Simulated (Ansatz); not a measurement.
Working through a projected density of states of NbC, space group Fm-3m

With Ansatz 0.2.0 through its Python package.

Contents of `nbc.vasp`:
```text
NbC
1.0
   0.00000000    2.23455000    2.23455000
   2.23455000    0.00000000    2.23455000
   2.23455000    2.23455000    0.00000000
Nb C
1 1
Direct
   0.00000000    0.00000000    0.00000000
   0.50000000    0.50000000    0.50000000
```

At the Python prompt:
```pycon
>>> import warnings
>>> import ansatz as az
>>> from ase.io import read
>>> import numpy as np
>>> OCCUPATIONS = "Fermi-Dirac"
>>> SMEARING_WIDTH = 0.1
>>> FUNCTIONAL = "pbesol"
>>> CUTOFF_EV = 470
>>> N_EMPTY = 10
>>> warnings.simplefilter("ignore", az.DeckWarning)
>>> atoms = read("nbc.vasp", format="vasp")
>>> xtal = az.Crystal.from_ase(atoms)
>>> xtal.resolved().sites[-1]
Site(symbol='C', position=(0.5, 0.5, 0.5), moment=None, axis=None, held=None, saved=None)
>>> calc = xtal.calculation()
>>> calc = calc.occupations(OCCUPATIONS, width=SMEARING_WIDTH).kpoints(12)
>>> calc = calc.functional(FUNCTIONAL).basis(CUTOFF_EV)
>>> calc = calc.scf(extra_bands=N_EMPTY)
>>> calc = calc.density_of_states(projected=True, energy_step=0.1)
>>> with warnings.catch_warnings(record=True) as caught:
...     warnings.simplefilter("always")
...     done = calc.run(threads=1, backend="cpu")
...
>>> print("warnings raised:", sorted(w.category.__name__ for w in caught) or "none")
warnings raised: none
>>> rep = done.report
>>> sorted(key for key in rep if key.endswith("_ev"))
['eigenvalues_ev', 'energy_sigma0_ev', 'entropy_ts_ev', 'fermi_energy_ev', 'free_energy_ev', 'gap_by_band_count_ev', 'harris_foulkes_ev', 'internal_energy_ev', 'lagrangian_above_aufbau_ev', 'lagrangian_ev', 'lagrangian_sigma0_ev', 'loop_eigenvalues_ev', 'loop_fermi_energy_ev', 'occupations_fermi_energy_ev', 'residual_norms_ev']
>>> rep["free_energy_ev"]
-4743.394046121011
>>> dos = done.density_of_states()
>>> energy = np.asarray(dos.energies_ev) - dos.fermi_ev
>>> curves = {}
>>> for site in done.projected_density_of_states().sites:
...     for shell in site.shells:
...         weight = sum(np.sum(curve.g_bin_mean_per_ev, axis=0) for curve in shell.curves)
...         name = f"{site.species} {shell.label}"
...         curves[name] = curves.get(name, 0) + weight
...
>>> print("E-EF   " + " ".join(f"{name:>8s}" for name in curves))
E-EF      Nb 4S    Nb 5S    Nb 4P    Nb 4D     C 2S     C 2P
>>> for e in np.arange(-10, 6 + 0.1, 0.5):
...     print(f"{e:5.1f}  " + " ".join(f"{np.interp(e, energy, g):8.3f}" for g in curves.values()))
...
-10.0     0.000    0.005    0.007    0.014    0.132    0.002
 -9.5     0.000    0.000    0.000    0.000    0.000    0.000
 -9.0     0.000    0.000    0.000    0.000    0.000    0.000
 -8.5     0.000    0.000    0.000    0.000    0.000    0.000
 -8.0     0.000    0.000    0.000    0.000    0.000    0.000
 -7.5     0.001    0.002    0.000    0.009    0.000    0.008
 -7.0     0.012    0.019    0.002    0.108    0.008    0.103
 -6.5     0.020    0.040    0.007    0.246    0.017    0.250
 -6.0     0.023    0.064    0.015    0.389    0.023    0.438
 -5.5     0.015    0.071    0.022    0.385    0.019    0.515
 -5.0     0.007    0.031    0.018    0.560    0.018    0.567
 -4.5     0.004    0.017    0.087    1.813    0.065    1.759
 -4.0     0.003    0.007    0.038    0.986    0.016    0.930
 -3.5     0.001    0.002    0.010    0.468    0.009    0.414
 -3.0     0.001    0.001    0.007    0.282    0.006    0.294
 -2.5     0.000    0.000    0.006    0.191    0.003    0.222
 -2.0     0.000    0.000    0.003    0.089    0.001    0.117
 -1.5     0.000    0.000    0.004    0.158    0.003    0.141
 -1.0     0.001    0.002    0.005    0.361    0.008    0.239
 -0.5     0.001    0.003    0.003    0.418    0.012    0.198
  0.0     0.000    0.005    0.002    0.519    0.014    0.175
  0.5     0.000    0.006    0.002    0.633    0.016    0.178
  1.0     0.001    0.012    0.002    0.961    0.028    0.247
  1.5     0.001    0.008    0.001    0.677    0.019    0.134
  2.0     0.001    0.026    0.001    1.993    0.045    0.301
  2.5     0.001    0.023    0.001    1.201    0.023    0.225
  3.0     0.001    0.054    0.002    0.725    0.015    0.415
  3.5     0.000    0.007    0.001    0.412    0.012    0.170
  4.0     0.001    0.009    0.001    0.340    0.027    0.185
  4.5     0.001    0.012    0.001    0.285    0.043    0.165
  5.0     0.001    0.022    0.001    0.334    0.070    0.187
  5.5     0.001    0.030    0.002    0.402    0.110    0.222
  6.0     0.003    0.041    0.002    0.349    0.145    0.179
```

Notes:
- Total energies depend on the potentials; only differences at equal settings carry meaning. A total without «per atom» is that of the cell as typed.
- For a metal this k-point mesh is coarse: on a finer one energies can move by several to tens of meV an atom and pressures by half a GPa or more, differences at one mesh by less.
- A gap by band count of zero or less means overlapping bands, a metal, and at an odd count of electrons it is no gap at all.
- The starting cell is as deposited in a crystallographic database; the results hold for this polymorph, which needn't be the stable one.
- Gaps and levels are Kohn-Sham values on a finite set of k-points, without spin-orbit coupling.
- Curves are summed over the cell's atoms. Only shells that the potentials hold have channels, so projections don't add up to the total, least of all where a shell is missing (p of most metals); heights and places of peaks move with the mesh.
- The density of states is complete only as far up as bands were computed.
- Wall time of the script: 3 s on 1 thread of Arm Neoverse V1, on a shared host, peak memory 0.41 GiB.
